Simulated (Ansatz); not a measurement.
InN (zinc blende)

```
InN
1.0
    0.00000     2.52471     2.52471
    2.52471     0.00000     2.52471
    2.52471     2.52471     0.00000
N In
1 1
Cartesian
  3.78707   3.78707   3.78707
  0.00000   0.00000   0.00000
```

E(V) scan at fixed shape, V₀ the volume above. Symmetry pins the atoms to their sites.

These are PBE (plane waves to 420 eV, PAW, scalar-relativistic; Ansatz, a quantum-chemistry and plane-wave program) values and carry that method's errors. k mesh 11×11×11 (Γ-centred), Fermi-Dirac smearing 0.05 eV. Compression counts positive. At this level the bands of InN touch or barely overlap; measurements give the solid a gap. InN was relaxed with its symmetry unable to fall. The PAW data are Ansatz's earlier set.

At one point of the scan the stress tensor (GPa) is:

```
    8.7      0.0      0.0
    0.0      8.7      0.0
    0.0      0.0      8.7
```

Which point is it?
(A) V/V₀ = 0.900
(B) V/V₀ = 0.920
(C) V/V₀ = 0.960
(D) V/V₀ = 0.940

D, V/V₀ = 0.940

(A scan under strain: stresses follow from slopes of the energy per volume, elastic moduli from its curvatures.)
